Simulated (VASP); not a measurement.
# GaP: convergence, phonons on a machine-learned force field

GaP, F-43m (no. 216), 2 atoms in the cell. PBEsol, phonons by finite differences on a machine-learned force field; PAW potentials Ga, P (PBE set). VASP 6.6.1.

Wanted: phonon sorted within 3 cm⁻¹.

Atoms in the training cell: 64; Target temperature (K): 700.

The series start from Phonon supercell: 3 × 3 × 3; POTIM: 0.015; NFREE: 2. Each series keeps the choices made before it, and each single choice may use up half of a tolerance. Times cover all steps of a run.

## Phonon supercell

| Phonon supercell | Phonon sorted, largest deviation (cm⁻¹) | Time (s) |
|---|---|---|
| 2 × 2 × 2 | 28.9 | 1.7 |
| 3 × 3 × 3 | 28.0 | 1.9 |
| 4 × 4 × 4 | 7.5 | 3.7 |
| 5 × 5 × 5 | 4.3 | 12 |
| 6 × 6 × 6 (reference) | 0.0 | 83 |

Chosen: 6 × 6 × 6; the next looser run is off by more than half of the tolerance, so convergence isn't shown beyond this value.

## POTIM

| POTIM | Phonon sorted, largest deviation (cm⁻¹) | Time (s) |
|---|---|---|
| 0.015 | 0.0 | 83 |
| 0.005 | 0.0 | 88 |
| 0.03 | 0.2 | 75 |
| 0.06 | 0.8 | 93 |
| 0.1 | 2.5 | 80 |

Chosen: 0.015; no other choice that stays within half of the tolerance saves 30 % of the time.

## NFREE

| NFREE | Phonon sorted, largest deviation (cm⁻¹) | Time (s) |
|---|---|---|
| 1 | 0.1 | 84 |
| 2 | 0.1 | 83 |
| 4 (reference) | 0.0 | 75 |

Chosen: 1, the loosest value from which every tighter one stays within half of the tolerance.

## All choices together

| Input | Phonon sorted, largest deviation (cm⁻¹) | Time (s) |
|---|---|---|
| primitive cell doubled, single displacements (naive) | 29.0 | 1.8 |
| chosen settings | 0.1 | 84 |
| reference settings throughout | 0.0 | 75 |

The chosen settings stay within the tolerance of the reference run, but the reference itself isn't shown to be converged in: Phonon supercell.

## The input

INCAR.step1:
```
SYSTEM = GaP
ML_LMLFF = .TRUE.
ML_MODE = run
LWAVE = .FALSE.
LCHARG = .FALSE.
IBRION = 2
ISIF = 3
NSW = 300
EDIFFG = -1E-4
```

INCAR.step2:
```
SYSTEM = GaP
ML_LMLFF = .TRUE.
ML_MODE = run
LWAVE = .FALSE.
LCHARG = .FALSE.
IBRION = 6
NFREE = 1
POTIM = 0.015
NSW = 1
ISIF = 2
LPHON_DISPERSION = .TRUE.
PHON_NWRITE = -3
```

KPOINTS:
```
k-points
0
Gamma
  1 1 1
```

QPOINTS:
```
path GXWKGLUWLK,UX
10
line-mode
reciprocal
 0.0000000000  0.0000000000  0.0000000000  G
 0.5000000000  0.0000000000  0.5000000000  X

 0.5000000000  0.0000000000  0.5000000000  X
 0.5000000000  0.2500000000  0.7500000000  W

 0.5000000000  0.2500000000  0.7500000000  W
 0.3750000000  0.3750000000  0.7500000000  K

 0.3750000000  0.3750000000  0.7500000000  K
 0.0000000000  0.0000000000  0.0000000000  G

 0.0000000000  0.0000000000  0.0000000000  G
 0.5000000000  0.5000000000  0.5000000000  L

 0.5000000000  0.5000000000  0.5000000000  L
 0.6250000000  0.2500000000  0.6250000000  U

 0.6250000000  0.2500000000  0.6250000000  U
 0.5000000000  0.2500000000  0.7500000000  W

 0.5000000000  0.2500000000  0.7500000000  W
 0.5000000000  0.5000000000  0.5000000000  L

 0.5000000000  0.5000000000  0.5000000000  L
 0.3750000000  0.3750000000  0.7500000000  K

 0.6250000000  0.2500000000  0.6250000000  U
 0.5000000000  0.0000000000  0.5000000000  X
```

POSCAR.step1:
```
GaP
1.0
    0.0000000000      2.7252500000      2.7252500000
    2.7252500000      0.0000000000      2.7252500000
    2.7252500000      2.7252500000      0.0000000000
Ga P
1 1
Direct
    0.0000000000      0.0000000000      0.0000000000
    0.7500000000      0.7500000000      0.7500000000
```

POSCAR.step2:
```
GaP
1.0
    0.0000000000     16.3515000000     16.3515000000
   16.3515000000      0.0000000000     16.3515000000
   16.3515000000     16.3515000000      0.0000000000
Ga P
216 216
Direct
    0.0000000000      0.0000000000      0.0000000000
    0.0000000000      0.0000000000      0.1666666667
    0.0000000000      0.0000000000      0.3333333333
    0.0000000000      0.0000000000      0.5000000000
    0.0000000000      0.0000000000      0.6666666667
    0.0000000000      0.0000000000      0.8333333333
    0.0000000000      0.1666666667      0.0000000000
    0.0000000000      0.1666666667      0.1666666667
    0.0000000000      0.1666666667      0.3333333333
    0.0000000000      0.1666666667      0.5000000000
    0.0000000000      0.1666666667      0.6666666667
    0.0000000000      0.1666666667      0.8333333333
    0.0000000000      0.3333333333      0.0000000000
    0.0000000000      0.3333333333      0.1666666667
    0.0000000000      0.3333333333      0.3333333333
    0.0000000000      0.3333333333      0.5000000000
    0.0000000000      0.3333333333      0.6666666667
    0.0000000000      0.3333333333      0.8333333333
    0.0000000000      0.5000000000      0.0000000000
    0.0000000000      0.5000000000      0.1666666667
    0.0000000000      0.5000000000      0.3333333333
    0.0000000000      0.5000000000      0.5000000000
    0.0000000000      0.5000000000      0.6666666667
    0.0000000000      0.5000000000      0.8333333333
    0.0000000000      0.6666666667      0.0000000000
    0.0000000000      0.6666666667      0.1666666667
    0.0000000000      0.6666666667      0.3333333333
    0.0000000000      0.6666666667      0.5000000000
    0.0000000000      0.6666666667      0.6666666667
    0.0000000000      0.6666666667      0.8333333333
    0.0000000000      0.8333333333      0.0000000000
    0.0000000000      0.8333333333      0.1666666667
    0.0000000000      0.8333333333      0.3333333333
    0.0000000000      0.8333333333      0.5000000000
    0.0000000000      0.8333333333      0.6666666667
    0.0000000000      0.8333333333      0.8333333333
    0.1666666667      0.0000000000      0.0000000000
    0.1666666667      0.0000000000      0.1666666667
    0.1666666667      0.0000000000      0.3333333333
    0.1666666667      0.0000000000      0.5000000000
    0.1666666667      0.0000000000      0.6666666667
    0.1666666667      0.0000000000      0.8333333333
    0.1666666667      0.1666666667      0.0000000000
    0.1666666667      0.1666666667      0.1666666667
    0.1666666667      0.1666666667      0.3333333333
    0.1666666667      0.1666666667      0.5000000000
    0.1666666667      0.1666666667      0.6666666667
    0.1666666667      0.1666666667      0.8333333333
    0.1666666667      0.3333333333      0.0000000000
    0.1666666667      0.3333333333      0.1666666667
    0.1666666667      0.3333333333      0.3333333333
    0.1666666667      0.3333333333      0.5000000000
    0.1666666667      0.3333333333      0.6666666667
    0.1666666667      0.3333333333      0.8333333333
    0.1666666667      0.5000000000      0.0000000000
    0.1666666667      0.5000000000      0.1666666667
    0.1666666667      0.5000000000      0.3333333333
    0.1666666667      0.5000000000      0.5000000000
    0.1666666667      0.5000000000      0.6666666667
    0.1666666667      0.5000000000      0.8333333333
    0.1666666667      0.6666666667      0.0000000000
    0.1666666667      0.6666666667      0.1666666667
    0.1666666667      0.6666666667      0.3333333333
    0.1666666667      0.6666666667      0.5000000000
    0.1666666667      0.6666666667      0.6666666667
    0.1666666667      0.6666666667      0.8333333333
    0.1666666667      0.8333333333      0.0000000000
    0.1666666667      0.8333333333      0.1666666667
    0.1666666667      0.8333333333      0.3333333333
[... 311 lines left out ...]
    0.7916666667      0.6250000000      0.4583333333
    0.7916666667      0.6250000000      0.6250000000
    0.7916666667      0.6250000000      0.7916666667
    0.7916666667      0.6250000000      0.9583333333
    0.7916666667      0.7916666667      0.1250000000
    0.7916666667      0.7916666667      0.2916666667
    0.7916666667      0.7916666667      0.4583333333
    0.7916666667      0.7916666667      0.6250000000
    0.7916666667      0.7916666667      0.7916666667
    0.7916666667      0.7916666667      0.9583333333
    0.7916666667      0.9583333333      0.1250000000
    0.7916666667      0.9583333333      0.2916666667
    0.7916666667      0.9583333333      0.4583333333
    0.7916666667      0.9583333333      0.6250000000
    0.7916666667      0.9583333333      0.7916666667
    0.7916666667      0.9583333333      0.9583333333
    0.9583333333      0.1250000000      0.1250000000
    0.9583333333      0.1250000000      0.2916666667
    0.9583333333      0.1250000000      0.4583333333
    0.9583333333      0.1250000000      0.6250000000
    0.9583333333      0.1250000000      0.7916666667
    0.9583333333      0.1250000000      0.9583333333
    0.9583333333      0.2916666667      0.1250000000
    0.9583333333      0.2916666667      0.2916666667
    0.9583333333      0.2916666667      0.4583333333
    0.9583333333      0.2916666667      0.6250000000
    0.9583333333      0.2916666667      0.7916666667
    0.9583333333      0.2916666667      0.9583333333
    0.9583333333      0.4583333333      0.1250000000
    0.9583333333      0.4583333333      0.2916666667
    0.9583333333      0.4583333333      0.4583333333
    0.9583333333      0.4583333333      0.6250000000
    0.9583333333      0.4583333333      0.7916666667
    0.9583333333      0.4583333333      0.9583333333
    0.9583333333      0.6250000000      0.1250000000
    0.9583333333      0.6250000000      0.2916666667
    0.9583333333      0.6250000000      0.4583333333
    0.9583333333      0.6250000000      0.6250000000
    0.9583333333      0.6250000000      0.7916666667
    0.9583333333      0.6250000000      0.9583333333
    0.9583333333      0.7916666667      0.1250000000
    0.9583333333      0.7916666667      0.2916666667
    0.9583333333      0.7916666667      0.4583333333
    0.9583333333      0.7916666667      0.6250000000
    0.9583333333      0.7916666667      0.7916666667
    0.9583333333      0.7916666667      0.9583333333
    0.9583333333      0.9583333333      0.1250000000
    0.9583333333      0.9583333333      0.2916666667
    0.9583333333      0.9583333333      0.4583333333
    0.9583333333      0.9583333333      0.6250000000
    0.9583333333      0.9583333333      0.7916666667
    0.9583333333      0.9583333333      0.9583333333
```

Commands (each step's output is kept before the next begins):
```
cat potpaw_PBE.64/Ga/POTCAR potpaw_PBE.64/P/POTCAR > POTCAR
cp ../ML_FF.fit ML_FF
cp INCAR.step1 INCAR
cp POSCAR.step1 POSCAR
mpirun -np 1 vasp_gam > vasp.out
cp INCAR.step2 INCAR
cp POSCAR.step2 POSCAR
mpirun -np 8 vasp_gam > vasp.out
```

Limits: The field has no long-range dipole term, so there is no LO-TO splitting.

The chosen input took VASP 6.6.1 84 s on 8 cores (Intel Xeon Platinum 8488C (Sapphire Rapids)), a shared host.

## An input that fails: no force field in the folder

What the run shows: ERROR: ML_FF is missing, exiting.
